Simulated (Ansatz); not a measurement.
# MnO (R-3m): equation of state

The task here is to estimate one member of a computed series from the others.

Computed with Ansatz 0.2.0 (DFT r²SCAN, scalar-relativistic, plane waves, PAW, unless a step's input says otherwise).

## The system as given

The structure is trigonal, space group R-3m (No. 166). Conventional cell: a = 3.152 Å, b = 3.152 Å, c = 7.492 Å, α = 90.00°, β = 90.00°, γ = 120.00°. Mn (site symmetry -3m) is surrounded by 6 O at 2.21 Å. O (site symmetry -3m) has 6 Mn at 2.21 Å as nearest neighbours.

Coordinates:

```
Mn O
1.0
     0.00000    2.22847    2.22847
     2.22847    0.00000    2.22847
     4.36928    2.14081   -2.14081
Mn O
2 2
Direct
  0.00000 0.00000 0.00000
  0.50000 0.00000 0.50000
  0.75000 0.50000 0.25000
  0.25000 0.50000 0.75000
```

An earlier run at r²SCAN left this cell at 10.740 Å³/atom and 0.00 GPa (14×14×14 mesh). The large moments point both ways and cancel.

Volume factors to run: 0.980, 1.020, 0.960, 1.040.

The first run:

input.yaml reads:

```yaml
crystal:
  lattice:
    - [0.0, 2.2135120711, 2.2135120711]
    - [2.2135120711, 0.0, 2.2135120711]
    - [4.3399532191, 2.1264411481, -2.1264411481]
  atoms:
    - { symbol: Mn, position: [0.0, 0.0, 0.0], spin: 4.59 }
    - { symbol: O, position: [0.75, 0.5, 0.25] }
    - { symbol: Mn, position: [0.5, 0.0, 0.5], spin: -4.59 }
    - { symbol: O, position: [1.25, 0.5, 0.75] }
basis:
  ecutwfc: 500
  ecutrho_ratio: 4
kpoints:
  mp_grid: { grid: [14, 14, 14] }
hamiltonian:
  xc: r2scan
scf:
  occupations: { method: gaussian, width: 0.05 }
output:
  forces: true
  stress: true
  eigenvalues: true
  populations: true
magnetization:
  spin_polarized: true
relax:
  f_tol: 0.01
  max_steps: 40
  cell: { stress_tol: 0.1, fix: [volume] }
```

Run with:

```sh
$ ansatz run input.yaml --threads 2 --pin off --max-ram 5120MiB --backend cpu --events-out ev --progress --plain --runs-dir out
```

Among the steps run: Volume × 0.980; At 1.020 of the relaxed volume; At 0.960 of the relaxed volume; Scaling the volume by 1.040.

One table of the session follows, with a row left open; its other results are not shown here.

It belongs to the step «Energy and pressure against volume». 

| volume (Å³/atom) | energy (meV/atom) | pressure (GPa) | gap (eV) | moment of atom 1 (μB) |
| --- | --- | --- | --- | --- |
| 10.311 | 9.39 | 7.25 | 1.83 | 4.13 |
| 10.525 | 2.27 | 3.44 | 1.76 | 4.15 |
| 10.740 | 0.00 | 0.00 | 1.70 | 4.17 |
| 10.955 | ? | ? | ? | ? |
| 11.170 | 8.17 | -5.89 | 1.58 | 4.21 |

Q: Estimate the row for volume (Å³/atom) = 10.955 from the others.

Worked estimate for «energy (meV/atom)». A straight line through the neighbours (10.740, 0.00) and (11.170, 8.17) gives 0.00 + (8.17 − 0.00) × (10.955 − 10.740) / (11.170 − 10.740) = 4.08; a parabola fitted to 3 rows on both sides gives 1.97.

As computed: energy (meV/atom): 2.11; pressure (GPa): -3.09; gap (eV): 1.64; moment of atom 1 (μB): 4.19. In «energy (meV/atom)» the line misses by +1.97 and the parabola by -0.14.

To keep in mind: Warnings in the runs' records: stability check not made.
